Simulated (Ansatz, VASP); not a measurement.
# Si in VASP and in Ansatz

```
CELL_PARAMETERS angstrom
0.00000 2.70073 2.70073
2.70073 0.00000 2.70073
2.70073 2.70073 0.00000
ATOMIC_POSITIONS crystal
Si 0.00000 0.00000 0.00000
Si 0.25000 0.25000 0.25000
```

The cell was built by a generator and needn't be a form met in nature.

Alike in both runs: task relaxation of cell and atoms; functional LDA; k mesh 12 × 12 × 12; occupations gaussian, width 0.02 eV; no spin polarisation.

|  | VASP | Ansatz |
| --- | --- | --- |
| version | VASP 6.6.1 | Ansatz 0.2.0 |
| potentials or method | VASP PAW LDA potentials, release 64 (Si) | scalar-relativistic, plane waves, PAW |
| plane-wave cutoff (eV) | 600 | 420 |
| valence electrons in the cell | 8 | 8 |

|  | VASP | Ansatz | Ansatz less VASP |
| --- | --- | --- | --- |
| gap on the k mesh at the Fermi level, each at its own relaxed structure (eV) | 0.44 | 0.44 | +0.001 |
| relaxed volume (Å³/atom) | 19.72 | 19.70 | -0.016 |
| relaxed cell length with the largest relative difference (Å) | 3.820 | 3.819 | -0.0011 |

Ansatz warned: «pseudo_functional_mismatch».

A k mesh can miss the band edges.
